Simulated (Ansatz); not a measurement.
Calculated with Ansatz (gas phase, PBE0-D4/def2-TZVP geometries, no zero-point term in ΔE). CBS: MP2 limit from def2 TZ/QZ plus the TZ coupled-cluster correction, frozen cores. Functionals use def2-TZVPP. Each species was taken in one conformer, which may not be the lowest.

`CC/C=C/[SiH3]` + `C=C(C)[SiH3]` → `C=C(C)[SiH2][SiH3]` + `C=CCC`  (formal exchange of groups at the Si–C bond)

`CC/C=C/[SiH3]`:

```xyz
15

C     1.793   -1.165   -1.128
C     1.470    0.128   -0.386
C     0.174    0.048    0.349
C    -0.883    0.837    0.156
Si   -2.467    0.656    1.103
H     2.762   -1.099   -1.627
H     1.827   -2.014   -0.442
H     1.034   -1.379   -1.884
H     1.445    0.971   -1.082
H     2.272    0.334    0.334
H     0.111   -0.748    1.093
H    -0.800    1.622   -0.596
H    -2.789    1.895    1.864
H    -2.334   -0.478    2.057
H    -3.614    0.392    0.190
```

`C=C(C)[SiH3]`:

Z-matrix (Å, degrees):
```
C
C 1 1.499
H 1 1.095 2 111.1
H 1 1.093 2 111.6 3 -120.8
H 1 1.095 2 111.1 3 118.3
Si 2 1.869 1 118.5 3 -58.7
C 2 1.332 1 122.0 3 121.3
H 6 1.490 2 110.4 1 -58.6
H 6 1.490 2 110.5 1 59.9
H 6 1.486 2 109.9 1 -179.4
H 7 1.085 2 122.1 1 180.0
H 7 1.089 2 121.5 1 -0.0
```

`C=C(C)[SiH2][SiH3]`:

Cartesian coordinates in Å:
```
C 1.153 1.394 -1.216
C 0.102 0.784 -0.669
C -1.071 0.337 -1.488
Si 0.085 0.442 1.171
Si 0.139 -1.864 1.587
H 1.201 1.592 -2.285
H 2.002 1.722 -0.625
H -0.940 0.586 -2.544
H -1.996 0.805 -1.137
H -1.222 -0.745 -1.409
H -1.160 0.992 1.782
H 1.261 1.096 1.809
H 1.400 -2.457 1.064
H -1.006 -2.538 0.914
H 0.052 -2.145 3.046
```

`C=CCC`:

```xyz
12

C     1.753    0.920   -0.228
C     0.667    0.282   -0.641
C    -0.664    0.321    0.033
C    -1.134   -1.060    0.475
H     1.737    1.546    0.659
H     2.695    0.843   -0.759
H     0.729   -0.340   -1.533
H    -0.618    0.997    0.892
H    -1.403    0.743   -0.659
H    -1.193   -1.746   -0.374
H    -0.443   -1.492    1.203
H    -2.124   -1.012    0.933
```

CCSD(T)/CBS gives +0.2 kJ/mol.

Question: Another level gave -9.9 kJ/mol. Which?
A. HF/def2-TZVPP
B. ωB97M-V/def2-TZVPP
C. r2SCAN/def2-TZVPP
D. PBE/def2-TZVPP

Answer: D. PBE -9.9, r2SCAN -3.2, ωB97M-V 4.2, HF/def2-TZVPP 10.6 kJ/mol.

Largest T1 diagnostic among the species: 0.012.

In def2-TZVPP, CCSD(T) changes the Hartree–Fock value by −10.0 kJ/mol (the triples alone add −0.9 kJ/mol) and MP2 by −4.0 kJ/mol.

CCSD(T)/CBS has its own doubt, a few kJ/mol and more with outer-core shells, so smaller differences from it don't rank the levels.
